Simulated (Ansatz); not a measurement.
Relaxing ScAl

The calculation used DFT PBEsol, scalar-relativistic, plane waves, PAW (Ansatz). Run with 420 eV cutoff, 14×14×14 k-mesh, Gaussian smearing of 0.10 eV, no spin polarisation.

What was changed: relaxed at 15 GPa.

Other phases may be more stable at this pressure.

Command:

```bash
ansatz run input.yaml --threads 1 --pin off --max-ram 2560MiB --backend cpu --events-out ev --progress --plain --runs-dir out
```

Input:

```yaml
crystal:
  lattice:
    - [3.1889030082, 0.0, 0.0]
    - [0.0, 3.1889030082, 0.0]
    - [0.0, 0.0, 3.1889030082]
  atoms:
    - { symbol: Sc, position: [0.5, 0.5, 0.5] }
    - { symbol: Al, position: [0.0, 0.0, 0.0] }
basis:
  ecutwfc: 420
kpoints:
  mp_grid: { grid: [14, 14, 14] }
hamiltonian:
  xc: pbesol
scf:
  occupations: { method: gaussian, width: 0.1 }
output:
  forces: true
  stress: true
  eigenvalues: true
relax:
  adjacent_minimum: "off"
  f_tol: 0.008
  max_steps: 50
  cell: { stress_tol: 0.08, p_target: 15.0 }
```

F is the free energy. Steps run on the plane waves of an earlier cell, but the last one, and at times one on the way, on a freshly chosen basis, so a repeated geometry can differ a little in energy. The relaxation lowers the enthalpy F + PV at the target pressure, so F itself can rise.

Steps:

| step | F − F(1) (eV) | largest force component (eV/Å) | V (Å³/atom) | P (GPa) |
| --- | --- | --- | --- | --- |
| 1 | 0.0000 | 0.000 | 16.214 | 15.46 |
| 2 | -0.0194 | 0.000 | 16.318 | 14.59 |
| 3 | -0.0104 | 0.000 | 16.269 | 15.00 |
| 4 | -0.0105 | 0.000 | 16.269 | 15.00 |

Relaxed structure:

```cif
data_structure
_symmetry_space_group_name_H-M 'P 1'
_symmetry_Int_Tables_number 1
_cell_length_a 3.1925
_cell_length_b 3.1925
_cell_length_c 3.1925
_cell_angle_alpha 90.000
_cell_angle_beta 90.000
_cell_angle_gamma 90.000
_cell_volume 32.54
loop_
_atom_site_label
_atom_site_type_symbol
_atom_site_fract_x
_atom_site_fract_y
_atom_site_fract_z
_atom_site_occupancy
Sc1 Sc 0.50000 0.50000 0.50000 1
Al1 Al 0.00000 0.00000 0.00000 1
```

The structure is cubic, space group Pm-3m (No. 221). The conventional cell has a = 3.193 Å, b = 3.193 Å, c = 3.193 Å, α = 90.00°, β = 90.00°, γ = 90.00°. Around Sc (site symmetry m-3m) lie 8 Al at 2.76 Å. Al (site symmetry m-3m) is surrounded by 8 Sc at 2.76 Å.

The run converged. It took 6 s on 1 thread of Intel(R) Xeon(R) 6975P-C (Granite Rapids) (shared host), peak memory 0.41 GiB.